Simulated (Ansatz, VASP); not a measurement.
# Two plane-wave programs on Be

The input INCAR:

```
PREC     = Accurate       # precision mode
ENCUT    = 600            # plane-wave cutoff, eV
EDIFF    = 1E-7           # SCF threshold, eV
ISMEAR   = -1             # smearing method
SIGMA    = 0.05           # smearing width, eV
LREAL    = F              # projectors in reciprocal space
LASPH    = T              # aspherical terms in the spheres
NELM     = 100            # most SCF steps
ALGO     = Normal         # electronic algorithm
ISIF     = 3              # what is computed and relaxed
LWAVE    = F              # write WAVECAR
LCHARG   = F              # write CHGCAR
GGA      = CA             # functional
IBRION   = 2              # ionic algorithm
NSW      = 60             # ionic steps
EDIFFG   = -0.005         # ionic threshold
```

KPOINTS

```
Automatic mesh
0
Gamma
  22 22 22
```

The input POSCAR:

```
Be
1.0
    0.0000000000      1.5571298310      1.5571298310
    1.5571298310      0.0000000000      1.5571298310
    1.5571298310      1.5571298310      0.0000000000
Be
1
Direct
    0.0000000000      0.0000000000      0.0000000000
```

Input for Ansatz:

```yaml
crystal:
  lattice:
    - [0.0, 1.557129831, 1.557129831]
    - [1.557129831, 0.0, 1.557129831]
    - [1.557129831, 1.557129831, 0.0]
  atoms:
    - { symbol: Be, position: [0.0, 0.0, 0.0] }
kpoints:
  mp_grid: { grid: [22, 22, 22] }
scf:
  occupations: { method: fermi_dirac, width: 0.05 }
hamiltonian:
  xc: lda
  pseudopotentials: { kind: paw }
output:
  forces: true
  stress: true
  write_density: true
  write_potential: true
  elf: true
  volumetric_format: npy
relax:
  f_tol: 0.005
  max_steps: 40
  cell: {}
```

Alike in both runs: task relaxation of cell and atoms; functional LDA; k mesh 22 × 22 × 22; occupations fermi-dirac, width 0.05 eV; no spin polarisation.

|  | VASP | Ansatz |
| --- | --- | --- |
| version | VASP 6.6.1 | Ansatz 0.2.0 |
| potentials or method | VASP PAW LDA potentials, release 64 (Be) | PAW with Ansatz's default frozen-core files, scalar-relativistic |
| plane-wave cutoff (eV) | 600 | 420 |
| valence electrons in the cell | 2 | 2 |

```tsv
	VASP	Ansatz	Ansatz less VASP
relaxed volume (Å³/atom)	7.53	7.50	-0.030
relaxed cell length with the largest relative difference (Å)	2.200	2.197	-0.0030
```
